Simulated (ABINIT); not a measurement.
A run of ABINIT 10.8.3 (patched build) is set up as follows.

Contents of run.abi:

```
# Pseudopotentials
pp_dirpath "./"
pseudos "C_ONCV_PBE-1.2.upf"

# Structure
acell 3*1.0 Angstrom
rprim
     0.0000000000     1.7833700000     1.7833700000
     1.7833700000     0.0000000000     1.7833700000
     1.7833700000     1.7833700000     0.0000000000
ntypat 1
znucl 6
natom 2
typat 1 1
xred
     0.7500000000     0.7500000000     0.7500000000
     0.5000000000     0.5000000000     0.5000000000

# Plane-wave basis
ecut 30.0

# k points
kptopt 1
ngkpt 8 8 8
nshiftk 1
shiftk 0.0 0.0 0.0

# Exchange and correlation
ixc 11

# Bands and occupations
nband 6
occopt 1

# SCF cycle
nstep 100
tolvrs 1.0e-10
diemac 6.0

# Output
iomode 3
prtwf 0
prtden 0
prteig 0
prtebands 0
```

Potentials or basis: SG15 NC PBE v1.2.

The run is started by

```bash
$ mpirun --bind-to none -np 8 abinit run.abi > log 2>&1
```

Problem. Predict the band gap on the k mesh.

Solution. 4.18 eV, indirect (least direct gap 5.61 eV).

 A k mesh can miss the band edges.
